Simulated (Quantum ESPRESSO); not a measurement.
Crystal: NaCl.

```xyz
2
Lattice="0.0000 2.7941 2.7941 2.7941 0.0000 2.7941 2.7941 2.7941 0.0000" Properties=species:S:1:pos:R:3 pbc="T T T"
Cl    2.7941    2.7941    2.7941
Na    0.0000    0.0000    0.0000
```

The cell is a database's computed one.

| Item | Value |
| --- | --- |
| Program | Quantum ESPRESSO 7.5 |
| Task | phonon dispersion |
| Functional | PBEsol |
| Potentials or basis | PseudoDojo 0.4.1 SR PBEsol standard |
| Cutoff | 1197 eV |
| Density cutoff | 4789 eV |
| k mesh | 4 × 4 × 4, shifted |
| Occupations | fermi-dirac, width 0.05 eV |
| Spin | no spin polarisation |
| Mixing beta | 0.5 |
| Most SCF iterations | 120 |
| SCF threshold | 4e-10 Ry |
| q mesh | 2 × 2 × 2 |

The cell and the atoms were relaxed first, to 22.00 Å³/atom (a = 3.962 Å, b = 3.962 Å, c = 3.962 Å, α = 60.00°, β = 60.00°, γ = 60.00°), and the response was taken there.

The first run showed a gap, so the response started from a second, tighter run with fixed occupations.

Q: Is this structure dynamically stable at this level, and how far does the spectrum reach?

A: Yes, as far as this q mesh shows: no mode on the path is imaginary. The highest frequency is 258 cm⁻¹.

Phonon frequencies at the corners of the path (cm⁻¹, interpolated; i marks imaginary ones):
```csv
point,frequencies
Γ,0 0 0 171 171 258
X,90 90 142 181 181 191
W,117 117 133 163 189 189
K,99 128 131 169 186 191
L,115 115 149 149 171 224
U,99 128 131 169 186 191
```

Harmonic thermodynamics per atom at this volume (zero-point energy 27.5 meV, Debye temperature from the second moment 286 K):
| T (K) | free energy (meV) | entropy (k_B) | heat capacity Cv (k_B) |
| --- | --- | --- | --- |
| 50 | 27.1 | 0.38 | 0.92 |
| 100 | 23.2 | 1.42 | 2.07 |
| 200 | 3.1 | 3.12 | 2.72 |
| 298.15 | -28.3 | 4.24 | 2.87 |
| 500 | -116.1 | 5.74 | 2.95 |
| 800 | -284.0 | 7.14 | 2.98 |

Phonon states per cell in windows of 20 cm⁻¹ (negative: imaginary):
| from (cm⁻¹) | total | Cl | Na |
| --- | --- | --- | --- |
| 0 | 0.00 | 0.00 | 0.00 |
| 20 | 0.01 | 0.01 | 0.00 |
| 40 | 0.07 | 0.05 | 0.03 |
| 60 | 0.20 | 0.14 | 0.07 |
| 80 | 0.60 | 0.42 | 0.18 |
| 100 | 1.08 | 0.84 | 0.23 |
| 120 | 0.45 | 0.31 | 0.14 |
| 140 | 0.88 | 0.43 | 0.45 |
| 160 | 1.21 | 0.45 | 0.77 |
| 180 | 0.82 | 0.23 | 0.59 |
| 200 | 0.37 | 0.05 | 0.32 |
| 220 | 0.23 | 0.05 | 0.17 |
| 240 | 0.06 | 0.02 | 0.04 |

A q mesh this small can miss soft modes between its points.

Caveat: before the sum rule the acoustic modes lie tens of cm⁻¹ from zero, a sign that the density grid also shifts the optical modes; the q mesh is small, so phonon branches between its points and thermal values are rough.
